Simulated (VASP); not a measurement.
# Ca in VASP: further runs, part 2 of 2

VASP 6.6.1.

### Step 3. Single point, PBE

INCAR reads:

```
SYSTEM = Ca
PREC     = Accurate       ! precision mode
ENCUT    = 600            ! plane-wave cutoff, eV
EDIFF    = 1E-6           ! SCF threshold, eV
ISMEAR   = -1             ! smearing method
SIGMA    = 0.05           ! smearing width, eV
LREAL    = .False.        ! projectors in reciprocal space
LASPH    = .True.         ! aspherical terms in the spheres
NELM     = 100            ! most SCF steps
ALGO     = Normal         ! electronic algorithm
ISIF     = 2              ! what is computed and relaxed
LWAVE    = .False.        ! write WAVECAR
LCHARG   = .False.        ! write CHGCAR
LDIPOL   = .True.       
IDIPOL   = 3            
DIPOL    = 0.5 0.5 0.500
GGA      = PE             ! functional
NBANDS   = 33             ! bands
```

KPOINTS reads:

```
Automatic mesh
0
Gamma
  5 5 1
  0 0 0
```

POSCAR reads:

```
Ca
1.0
    4.1929749200      0.0000000000      0.0000000000
    0.0000000000      4.2034636200      0.0000000000
    0.0000000000      0.0000000000     24.7814098400
Ca
5
Direct
    0.0000000000      0.0000000000      0.3026462194
    0.5000000000      0.5000000000      0.4013231097
    0.0000000000      0.0000000000      0.5000000000
    0.5000000000      0.5000000000      0.5986768903
    0.0000000000      0.0000000000      0.6973537806
```

Potentials or basis: VASP PAW PBE potentials, release 54 (Ca_sv).

The run is started by

```
$ cat potpaw_PBE.54/Ca_sv/POTCAR > POTCAR
$ mpirun -np 1 vasp_std > vasp.out
```

Wall time 2.8 min (1 thread of Intel Xeon Platinum 8488C (Sapphire Rapids), shared host); peak memory 0.58 GiB.

It converged, with:

```yaml
Free_energy: -8.6361 eV
Largest_force: 0.010 eV/Å
Band_gap_on_the_k_mesh: none (metal or under the smearing width)
```

Forces on the atoms (eV/Å):
```
Ca   0.000  0.000  0.010
Ca   0.000  0.000 -0.002
Ca   0.000  0.000  0.000
Ca   0.000  0.000  0.002
Ca   0.000  0.000 -0.010
```

Levels at points of the mesh, in eV from the Fermi level:
```csv
k point,band 22,band 23,band 24,band 25,band 26,band 27,band 28,band 29
"(0.00, 0.00, 0.00)",-3.25,-2.38,-1.34,-0.48,0.36,0.62,0.70,0.71
```

### Step 4. Single point, PBE

INCAR, as its differences from that of step 3:

```diff
@@ -17,2 +17,2 @@
 GGA      = PE             ! functional
-NBANDS   = 33             ! bands
+NBANDS   = 28             ! bands
```

KPOINTS is that of step 3.

POSCAR is that of step 3.

Potentials or basis: VASP PAW PBE potentials, release 54 (Ca_pv).

The run is started by

```
$ cat potpaw_PBE.54/Ca_pv/POTCAR > POTCAR
$ mpirun -np 1 vasp_std > vasp.out
```

OUTCAR:

```text
SYSTEM = Ca
   PREC = Accurate
   ENCUT = 600
   EDIFF = 1E-6
   ISMEAR = -1
   LREAL = .False.
   LASPH = .True.
   NELM = 100
   ISIF = 2
   GGA = PE

 ion  position               nearest neighbor table
   1  0.000  0.000  0.303-   2 3.85   2 3.85   2 3.85   2 3.85
   2  0.500  0.500  0.401-   1 3.85   3 3.85   1 3.85   3 3.85   1 3.85   3 3.85   1 3.85   3 3.85

   3  0.000  0.000  0.500-   2 3.85   4 3.85   2 3.85   4 3.85   2 3.85   4 3.85   2 3.85   4 3.85

   4  0.500  0.500  0.599-   3 3.85   5 3.85   3 3.85   5 3.85   3 3.85   5 3.85   3 3.85   5 3.85

   5  0.000  0.000  0.697-   4 3.85   4 3.85   4 3.85   4 3.85

  LATTYP: Found a simple orthorhombic cell.
 ALAT       =     4.1929749200
[... 472 lines left out ...]
  Total       -1.9778220     -2.0607643     -0.1583696      0.0000000      0.0000000      0.0000000
  in kB       -7.2550800     -7.5593307     -0.5809339      0.0000000      0.0000000      0.0000000
  external PRESSURE =      -5.1317815 kB  Pullay stress =       0.0000000 kB

 VOLUME and BASIS-vectors are now :
 -----------------------------------------------------------------------------
  energy-cutoff  :      600.00
  volume of cell :      436.77
      direct lattice vectors                 reciprocal lattice vectors
     4.192974920  0.000000000  0.000000000     0.238494153  0.000000000  0.000000000
     0.000000000  4.203463620  0.000000000     0.000000000  0.237899050  0.000000000
     0.000000000  0.000000000 24.781409840     0.000000000  0.000000000  0.040352829

 POSITION                                       TOTAL-FORCE (eV/Angst)
 -----------------------------------------------------------------------------------
      0.00000      0.00000      7.50000         0.000000      0.000000      0.017441
      2.09649      2.10173      9.94535         0.000000      0.000000     -0.002751
      0.00000      0.00000     12.39070         0.000000      0.000000      0.000000
      2.09649      2.10173     14.83606         0.000000     -0.000000      0.002751
      0.00000      0.00000     17.28141         0.000000      0.000000     -0.017441
 -----------------------------------------------------------------------------------
    total drift:                                0.000000      0.000000      0.000000

  FREE ENERGIE OF THE ION-ELECTRON SYSTEM (eV)
  ---------------------------------------------------
  free  energy   TOTEN  =        -8.5819341909 eV

  energy  without entropy=       -8.5237977447  energy(sigma->0) =       -8.55286597

 vacuum level on the upper side and lower side of the slab         2.302         2.302
```

OSZICAR:

```text
N       E                     dE             d eps       ncg     rms          rms(c)
DAV:   1     0.373582682020E+03    0.37358E+03   -0.17492E+04   516   0.161E+03
DAV:   2     0.414365172941E+02   -0.33215E+03   -0.32956E+03   504   0.449E+02
DAV:   3    -0.573197103033E+01   -0.47168E+02   -0.46687E+02   676   0.169E+02
[... 13 lines left out ...]
DAV:  17    -0.858189885591E+01   -0.72991E-04   -0.15418E-05   488   0.188E-02    0.134E-03
DAV:  18    -0.858191968679E+01   -0.20831E-04   -0.26589E-06   420   0.107E-02    0.791E-04
DAV:  19    -0.858193277773E+01   -0.13091E-04   -0.17615E-06   412   0.489E-03    0.336E-04
DAV:  20    -0.858193379108E+01   -0.10133E-05   -0.27618E-07   444   0.287E-03    0.183E-04
DAV:  21    -0.858193419091E+01   -0.39983E-06   -0.13100E-07   396   0.162E-03
   1 F= -.85819342E+01 E0= -.85528660E+01  d E =-.581364E-01
```

stdout:

```text
POSCAR found type information on POSCAR Ca
 POSCAR found :  1 types and       5 ions
 scaLAPACK will be used
 LDA part: xc-table for (Slater+PW92), standard interpolation
 POSCAR, INCAR and KPOINTS ok, starting setup
 FFT: planning ... GRIDC
 FFT: planning ... GRID_SOFT
 FFT: planning ... GRID
 WAVECAR not read
 entering main loop
```

Wall time 2.4 min (1 thread of Intel Xeon Platinum 8488C (Sapphire Rapids), shared host); peak memory 0.57 GiB.

What came out:

- Free energy: -8.5819 eV
- Largest force: 0.017 eV/Å
- Band gap on the k mesh: none (metal or under the smearing width)

Forces on the atoms (eV/Å):
```
Ca   0.000  0.000  0.017
Ca   0.000  0.000 -0.003
Ca   0.000  0.000  0.000
Ca   0.000  0.000  0.003
Ca   0.000  0.000 -0.017
```

### Step 5. Single point, PBE

INCAR reads:

```
SYSTEM = Ca
ALGO = Normal
DIPOL = 0.5 0.5 0.500
EDIFF = 1E-6
ENCUT = 600
GGA = PE
IDIPOL = 3
ISIF = 2
ISMEAR = -1
LASPH = .TRUE.
LCHARG = .FALSE.
LDIPOL = .TRUE.
LREAL = .FALSE.
LWAVE = .FALSE.
NBANDS = 33
NELM = 100
PREC = Medium
SIGMA = 0.05
```

KPOINTS reads:

```
k-points
0
G
  5 5 1
  0 0 0
```

POSCAR is that of step 4.

Potentials or basis: VASP PAW PBE potentials, release 64 (Ca_sv).

The run is started by

```
$ cat potpaw_PBE.64/Ca_sv/POTCAR > POTCAR
$ mpirun -np 1 vasp_std > vasp.out
```

OUTCAR:

```text
SYSTEM = Ca
   EDIFF = 1E-6
   ENCUT = 600
   GGA = PE
   ISIF = 2
   ISMEAR = -1
   LASPH = .TRUE.
   LREAL = .FALSE.
   NELM = 100
   PREC = Medium

 ion  position               nearest neighbor table
   1  0.000  0.000  0.303-
   2  0.500  0.500  0.401-
   3  0.000  0.000  0.500-
   4  0.500  0.500  0.599-
   5  0.000  0.000  0.697-

  LATTYP: Found a simple orthorhombic cell.
 ALAT       =     4.1929749200
 B/A-ratio  =     1.0025014936
 C/A-ratio  =     5.9102213376

  Lattice vectors:

 A1 = (   4.1929749200,   0.0000000000,   0.0000000000)
 A2 = (   0.0000000000,   4.2034636200,   0.0000000000)
 A3 = (   0.0000000000,   0.0000000000,  24.7814098400)

Analysis of symmetry for initial positions (statically):
=====================================================================
 Subroutine PRICEL returns:
 Original cell was already a primitive cell.

 Routine SETGRP: Setting up the symmetry group for a
[... 161 lines left out ...]

 val. band max:       -0.3699073331   @ k =   0.2000   0.2000   0.0000
 cond. band min:      -0.3230173371   @ k =   0.2000   0.4000   0.0000
 fundamental gap:      0.0468899960
 Fermi energy:        -0.3650196870

 k-point     1 :       0.0000    0.0000    0.0000
  band No.  band energies     occupation
      1     -43.1378      2.00000
      2     -43.1378      2.00000
      3     -42.4529      2.00000
      4     -42.3909      2.00000
      5     -42.3900      2.00000
      6     -24.1427      2.00000
[... 313 lines left out ...]
     32       0.3710      0.00000
     33       0.4649      0.00000

------------------------ aborting loop because EDIFF is reached ----------------------------------------

 vacuum level on the upper side and lower side of the slab       (xc-potential included)        -0.285        -0.285

  FORCE on cell =-STRESS in cart. coord.  units (eV):
  Direction    XX          YY          ZZ          XY          YZ          ZX
  --------------------------------------------------------------------------------------
  -------------------------------------------------------------------------------------
  Total       -1.8689672     -1.9527834     -0.0987354      0.0000000      0.0000000      0.0000000
  in kB       -6.8557773     -7.1632333     -0.3621829      0.0000000      0.0000000      0.0000000
  external PRESSURE =      -4.7937312 kB  Pullay stress =       0.0000000 kB

 VOLUME and BASIS-vectors are now :
 -----------------------------------------------------------------------------
  energy-cutoff  :      600.00
  volume of cell :      436.77
      direct lattice vectors                 reciprocal lattice vectors
     4.192974920  0.000000000  0.000000000     0.238494153  0.000000000  0.000000000
     0.000000000  4.203463620  0.000000000     0.000000000  0.237899050  0.000000000
     0.000000000  0.000000000 24.781409840     0.000000000  0.000000000  0.040352829

 POSITION                                       TOTAL-FORCE (eV/Angst)
 -----------------------------------------------------------------------------------
      0.00000      0.00000      7.50000         0.000000      0.000000      0.008237
      2.09649      2.10173      9.94535         0.000000     -0.000000     -0.000494
      0.00000      0.00000     12.39070         0.000000     -0.000000      0.000000
      2.09649      2.10173     14.83606         0.000000     -0.000000      0.000494
      0.00000      0.00000     17.28141         0.000000      0.000000     -0.008237
 -----------------------------------------------------------------------------------
    total drift:                                0.000000      0.000000      0.000000

  FREE ENERGIE OF THE ION-ELECTRON SYSTEM (eV)
  ---------------------------------------------------
  free  energy   TOTEN  =        -8.6374503633 eV

  energy  without entropy=       -8.5789697632  energy(sigma->0) =       -8.60821006

 vacuum level on the upper side and lower side of the slab         2.160         2.160
```

stdout:

```text
POSCAR found type information on POSCAR Ca
 POSCAR found :  1 types and       5 ions
 scaLAPACK will be used
 LDA part: xc-table for (Slater+PW92), standard interpolation
 POSCAR, INCAR and KPOINTS ok, starting setup
 FFT: planning ... GRIDC
 FFT: planning ... GRID_SOFT
 FFT: planning ... GRID
 WAVECAR not read
 entering main loop
```

It took 100 s on 1 thread of Intel Xeon Platinum 8488C (Sapphire Rapids), shared host; peak memory 0.26 GiB.

The run converged, but some of its settings lie outside the range that counts as converged (typed here: PREC = Medium), so its numbers aren't taken as properties of the slab.

Results:

```
Free energy            : -8.6375 eV
Largest force          : 0.008 eV/Å
Band gap on the k mesh : none (metal or under the smearing width)
```

### Step 6. Summary

```csv
potentials or basis,gap on the mesh (eV),largest force (eV/Å)
"VASP PAW PBE potentials, release 64 (Ca_sv_GW)",none,0.02
"VASP PAW PBE potentials, release 54 (Ca_sv)",none,0.01
"VASP PAW PBE potentials, release 54 (Ca_pv)",none,0.02
```

Alike in all rows: task single point; level PBE; no spin polarisation; cell as given; k mesh 5 × 5 × 1; cutoff (eV) 600; smearing fermi-dirac 0.05 eV.

Absolute energies hang on the potentials; compare differences alone.
